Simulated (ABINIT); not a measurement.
# BN (P6_3/mmc) in ABINIT: convergence with boxcutmin

Aim: find how far boxcutmin must go before the results for BN settle, at PBE. This setting moves, with any that are tied to it; all else stays.

Everything below comes from runs of ABINIT 10.8.3 (patched build). Logs are shortened: lines on timing, memory, paths and dates and some standing lists are left out, and cuts for length are marked. The log counts tension as positive stress, the text compression.

## (1) The crystal as given

The structure is hexagonal, space group P6_3/mmc (No. 194). Conventional cell: a = 2.498 Å, b = 2.498 Å, c = 6.636 Å, α = 90.00°, β = 90.00°, γ = 120.00°. Around N (site symmetry -6m2) lie 3 B at 1.44 Å. Around B (site symmetry -6m2) lie 3 N at 1.44 Å.

## (2) With boxcutmin 1.3

Contents of run.abi:

```
# Pseudopotentials
pp_dirpath "./"
pseudos "N.upf, B.upf"

# Structure
acell 3*1.0
rprim
     4.7209893936     0.0000000000     0.0000000000
    -2.3604946968     4.0884967459     0.0000000000
     0.0000000000     0.0000000000    12.5396556452
ntypat 2
znucl 7 5
natom 4
typat 1 1 2 2
xcart
     2.3604946970     1.3628322485     3.1349139113
    -0.0000000002     2.7256644974     9.4047417339
     2.3604946970     1.3628322485     9.4047417339
    -0.0000000002     2.7256644974     3.1349139113

# Plane-wave basis
ecut 42.0

# k points
kptopt 1
ngkpt 12 12 4
nshiftk 1
shiftk 0.0 0.0 0.0

# Exchange and correlation
ixc 11

# Bands and occupations
nband 12
occopt 4
tsmear 0.00367493

# SCF cycle
nstep 100
tolvrs 1.0e-10
boxcutmin 1.3

# Output
iomode 3
prtwf 0
prtden 0
prteig 0
prtebands 0
enunit 2
```

Potentials or basis: PseudoDojo NC SR PBE v0.5 standard.

Launch:

```console
abinit run.abi > log 2>&1
```

run.abo:

```text
.Version 10.8.3 of ABINIT
 Symmetries : space group P6_3/m m c (#194); Bravais hP (primitive hexag.)
================================================================================
 Values of the parameters that define the memory need of the present run
     intxc =       0    ionmov =       0      iscf =       7    lmnmax =       4
     lnmax =       4     mgfft =      48  mpssoang =       2    mqgrid =    3659
     natom =       4  nloc_mem =       1    nspden =       1   nspinor =       1
    nsppol =       1      nsym =      24    n1xccc =    2501    ntypat =       2
    occopt =       4   xclevel =       2
       mpw =        3171          nfft =       15552          nkpt =          57
================================================================================
================================================================================

--------------------------------------------------------------------------------
------------- Echo of variables that govern the present computation ------------
--------------------------------------------------------------------------------
 -outvars: echo values of preprocessed input variables --------
            acell      1.0000000000E+00  1.0000000000E+00  1.0000000000E+00 Bohr
              amu      1.40067400E+01  1.08110000E+01
        boxcutmin      1.30000000E+00
             ecut      4.20000000E+01 Hartree
           enunit           2
                       outvar_i_n : Printing only first  50 k-points.
              ixc          11
                       outvar_i_n : Printing only first  50 k-points.
         kptrlatt       12    0    0      0   12    0      0    0    4
          kptrlen      5.01586226E+01
            natom           4
            nband          12
            ngfft          18      18      48
             nkpt          57
            nstep         100
             nsym          24
           ntypat           2
                       prtocc : prtvol=0, do not print more k-points.
           occopt           4
           prtden           0
        prtebands           0
           prteig           0
            prtwf           0
            rprim      4.7209893936E+00  0.0000000000E+00  0.0000000000E+00
                      -2.3604946968E+00  4.0884967459E+00  0.0000000000E+00
                       0.0000000000E+00  0.0000000000E+00  1.2539655645E+01
          spgroup         194
           tolvrs      1.00000000E-10
           tsmear      3.67493000E-03 Hartree
            typat      1  1  2  2
                       outvars : Printing only first  50 k-points.
           xangst      1.2491199992E+00  7.2117976777E-01  1.6589249989E+00
                       3.0627610783E-16  1.4423595355E+00  4.9767749966E+00
                       1.2491199992E+00  7.2117976777E-01  4.9767749966E+00
                       3.0627610783E-16  1.4423595355E+00  1.6589249989E+00
            xcart      2.3604946968E+00  1.3628322486E+00  3.1349139113E+00
                       5.7877796271E-16  2.7256644973E+00  9.4047417339E+00
                       2.3604946968E+00  1.3628322486E+00  9.4047417339E+00
                       5.7877796271E-16  2.7256644973E+00  3.1349139113E+00
[... 137 lines left out ...]
    1      1.24911999915653     0.72117976777119     1.65892499887731
    2      0.00000000000000     1.44235953554239     4.97677499663194
    3      1.24911999915653     0.72117976777119     4.97677499663194
    4      0.00000000000000     1.44235953554239     1.65892499887731

 cartesian forces (hartree/bohr) at end:
    1      0.00000000000000     0.00000000000000    -0.00000000000000
    2     -0.00000000000000    -0.00000000000000    -0.00000000000000
    3      0.00000000000000    -0.00000000000000    -0.00000000000000
    4      0.00000000000000     0.00000000000000    -0.00000000000000
 frms,max,avg= 2.8275377E-23 7.2295326E-23   0.000E+00  0.000E+00  0.000E+00 h/b

 cartesian forces (eV/Angstrom) at end:
    1      0.00000000000000     0.00000000000000    -0.00000000000000
    2     -0.00000000000000    -0.00000000000000    -0.00000000000000
    3      0.00000000000000    -0.00000000000000    -0.00000000000000
    4      0.00000000000000     0.00000000000000    -0.00000000000000
 frms,max,avg= 1.4539783E-21 3.7175751E-21   0.000E+00  0.000E+00  0.000E+00 e/A
 length scales=  1.000000000000  1.000000000000  1.000000000000 bohr
              =  0.529177210544  0.529177210544  0.529177210544 angstroms
 Fermi (or HOMO) energy (hartree) =   0.17142   Average Vxc (hartree)=  -0.37276
 Eigenvalues (hartree) for nkpt=  57  k points:
 kpt#   1, nband= 12, wtk=  0.00174, kpt=  0.0000  0.0000  0.0000 (reduced coord)
  -0.55038   -0.53952   -0.12487   -0.04691    0.05555    0.05556    0.05690    0.05691
   0.29942    0.48437    0.53620    0.53902
      occupation numbers for kpt#   1
   2.00000    2.00000    2.00000    2.00000    2.00000    2.00000    2.00000    2.00000
   0.00000    0.00000    0.00000    0.00000
 prteigrs : prtvol=0 or 1, do not print more k-points.

 Fermi (or HOMO) energy (eV) =   4.66454   Average Vxc (eV)= -10.14345
 Eigenvalues (   eV  ) for nkpt=  57  k points:
 kpt#   1, nband= 12, wtk=  0.00174, kpt=  0.0000  0.0000  0.0000 (reduced coord)
 -14.97650  -14.68100   -3.39790   -1.27642    1.51170    1.51186    1.54837    1.54854
   8.14776   13.18045   14.59084   14.66755
 prteigrs : prtvol=0 or 1, do not print more k-points.

--- !EnergyTerms
iteration_state     : {dtset: 1, }
comment             : Components of total free energy in Hartree
kinetic             :  1.87714350846793E+01
hartree             :  8.20775039875739E+00
xc                  : -8.68393596106049E+00
Ewald energy        : -1.83721330742730E+01
psp_core            :  1.13678016012001E+00
local_psp           : -2.57272410939092E+01
non_local_psp       : -2.14752903318408E+00
internal            : -2.68148735188701E+01
'-kT*entropy'       :  9.67048400483036E-16
total_energy        : -2.68148735188701E+01
total_energy_eV     : -7.29669880459103E+02
band_energy         : -2.52120103461923E+00
...

 Cartesian components of stress tensor (hartree/bohr^3)
  sigma(1 1)= -1.93303368E-04  sigma(3 2)=  0.00000000E+00
  sigma(2 2)= -1.93303368E-04  sigma(3 1)=  0.00000000E+00
  sigma(3 3)= -1.07207518E-04  sigma(2 1)=  0.00000000E+00

-Cartesian components of stress tensor (GPa)         [Pressure=  4.8428E+00 GPa]
- sigma(1 1)= -5.68718145E+00  sigma(3 2)=  0.00000000E+00
- sigma(2 2)= -5.68718145E+00  sigma(3 1)=  0.00000000E+00
- sigma(3 3)= -3.15415407E+00  sigma(2 1)=  0.00000000E+00

== END DATASET(S) ==============================================================
================================================================================

 -outvars: echo values of variables after computation  --------
            acell      1.0000000000E+00  1.0000000000E+00  1.0000000000E+00 Bohr
           etotal     -2.6814873519E+01
            fcart      9.3447147744E-24  7.2295326112E-23 -0.0000000000E+00
                      -2.0558372504E-23 -4.8556562314E-23 -0.0000000000E+00
                       9.3447147744E-24 -3.5608145697E-23 -0.0000000000E+00
                       1.8689429549E-24  1.1869381899E-23 -0.0000000000E+00
            rprim      4.7209893936E+00  0.0000000000E+00  0.0000000000E+00
                      -2.3604946968E+00  4.0884967459E+00  0.0000000000E+00
                       0.0000000000E+00  0.0000000000E+00  1.2539655645E+01
           strten     -1.9330336839E-04 -1.9330336849E-04 -1.0720751771E-04
                       0.0000000000E+00  0.0000000000E+00  0.0000000000E+00
           xangst      1.2491199992E+00  7.2117976777E-01  1.6589249989E+00
                       3.0627610783E-16  1.4423595355E+00  4.9767749966E+00
                       1.2491199992E+00  7.2117976777E-01  4.9767749966E+00
                       3.0627610783E-16  1.4423595355E+00  1.6589249989E+00
             xred      6.6666666667E-01  3.3333333333E-01  2.5000000000E-01
                       3.3333333333E-01  6.6666666667E-01  7.5000000000E-01
                       6.6666666667E-01  3.3333333333E-01  7.5000000000E-01
                       3.3333333333E-01  6.6666666667E-01  2.5000000000E-01
 Calculation completed.
```

Run time: 29 s. Hardware: 1 thread of Arm Neoverse V1, shared host; peak memory 0.08 GiB.

Results:

```
Free energy                                       : -729.6699 eV
Pressure                                          : 4.8 GPa
Band gap on the k mesh                            : 4.32 eV, indirect (least direct gap 4.69 eV)
All electrons inside the program's atomic spheres : N 5.83; B 3.59
```

## (3) With boxcutmin 1.5

run.abi, as its differences from that of step 2:

```diff
@@ -40,3 +40,3 @@
 tolvrs 1.0e-10
-boxcutmin 1.3
+boxcutmin 1.5
```

Potentials or basis: PseudoDojo NC SR PBE v0.5 standard.

Launch:

```console
abinit run.abi > log 2>&1
```

Run time: 41 s. Hardware: 1 thread of Arm Neoverse V1, shared host; peak memory 0.09 GiB.

It converged, with:

| Quantity | Value |
| --- | --- |
| Free energy | -729.6672 eV |
| Pressure | 4.8 GPa |
| Band gap on the k mesh | 4.32 eV, indirect (least direct gap 4.69 eV) |
| All electrons inside the program's atomic spheres | N 5.79; B 3.56 |

## (4) With boxcutmin 1.7

run.abi, as its differences from that of step 3:

```diff
@@ -40,3 +40,3 @@
 tolvrs 1.0e-10
-boxcutmin 1.5
+boxcutmin 1.7
```

Launch:

```console
abinit run.abi > log 2>&1
```

Run time: 42 s. Hardware: 1 thread of Arm Neoverse V1, shared host; peak memory 0.09 GiB.

It converged, with:

| Quantity | Value |
| --- | --- |
| Free energy | -729.6672 eV |
| Pressure | 4.8 GPa |
| Band gap on the k mesh | 4.32 eV, indirect (least direct gap 4.69 eV) |
| All electrons inside the program's atomic spheres | N 5.79; B 3.55 |

## (5) With boxcutmin 1.85

run.abi, as its differences from that of step 4:

```diff
@@ -40,3 +40,3 @@
 tolvrs 1.0e-10
-boxcutmin 1.7
+boxcutmin 1.85
```

Launch:

```console
abinit run.abi > log 2>&1
```

It took 51 s on 1 thread of Arm Neoverse V1, shared host; peak memory 0.1 GiB.

The run converged. Its results:

```yaml
Free_energy: -729.6672 eV
Pressure: 4.8 GPa
Band_gap_on_the_k_mesh: 4.32 eV, indirect (least direct gap 4.69 eV)
All_electrons_inside_the_program's_atomic_spheres: N 5.79; B 3.54
```

## (6) With boxcutmin 2

run.abi, as its differences from that of step 5:

```diff
@@ -40,3 +40,3 @@
 tolvrs 1.0e-10
-boxcutmin 1.85
+boxcutmin 2.0
```

Potentials or basis: PseudoDojo NC SR PBE v0.5 standard.

Launch:

```console
abinit run.abi > log 2>&1
```

Wall time 57 s (1 thread of Arm Neoverse V1, shared host); peak memory 0.1 GiB.

Results (log left out):

| Item | Value |
| --- | --- |
| Free energy | -729.6672 eV |
| Pressure | 4.8 GPa |
| Band gap on the k mesh | 4.32 eV, indirect (least direct gap 4.69 eV) |
| All electrons inside the program's atomic spheres | N 5.79; B 3.55 |

## (7) With boxcutmin 2.3

run.abi, as its differences from that of step 6:

```diff
@@ -40,3 +40,3 @@
 tolvrs 1.0e-10
-boxcutmin 2.0
+boxcutmin 2.3
```

Launch:

```console
abinit run.abi > log 2>&1
```

It took 67 s on 1 thread of Arm Neoverse V1, shared host; peak memory 0.11 GiB.

It converged, with:

```
Free energy                                       : -729.6672 eV
Pressure                                          : 4.8 GPa
Band gap on the k mesh                            : 4.32 eV, indirect (least direct gap 4.69 eV)
All electrons inside the program's atomic spheres : N 5.78; B 3.52
```

## (8) With boxcutmin 2.7

run.abi, as its differences from that of step 7:

```diff
@@ -40,3 +40,3 @@
 tolvrs 1.0e-10
-boxcutmin 2.3
+boxcutmin 2.7
```

Launch:

```console
abinit run.abi > log 2>&1
```

Run time: 97 s. Hardware: 1 thread of Arm Neoverse V1, shared host; peak memory 0.13 GiB.

The run converged. Its results:

- Free energy: -729.6672 eV
- Pressure: 4.8 GPa
- Band gap on the k mesh: 4.32 eV, indirect (least direct gap 4.69 eV)
- All electrons inside the program's atomic spheres: N 5.78; B 3.55

## (9) The series at a glance

| boxcutmin | energy less the tightest run (meV/atom) | pressure (GPa) | SCF cycles | CPU time (s) | peak memory (GiB) |
| --- | --- | --- | --- | --- | --- |
| 1.3 | -0.66 | 4.84 | 9 | 29 | 0.08 |
| 1.5 | 0.00 | 4.75 | 10 | 41 | 0.09 |
| 1.7 | 0.00 | 4.75 | 10 | 42 | 0.09 |
| 1.85 | 0.00 | 4.75 | 10 | 51 | 0.1 |
| 2 | 0.00 | 4.75 | 10 | 57 | 0.1 |
| 2.3 | 0.00 | 4.75 | 10 | 67 | 0.11 |
| 2.7 | 0.00 | 4.75 | 10 | 97 | 0.13 |

Against the tightest run, the energy stays within 1 meV/atom from 1.3 on; the pressure stays within 0.1 GPa from 1.3 on. The tightest run that finished is the yardstick and may itself not be fully converged.

Caveats: this functional lacks dispersion, which binds the layers, so the pressure and a relaxed spacing across them are unreliable.
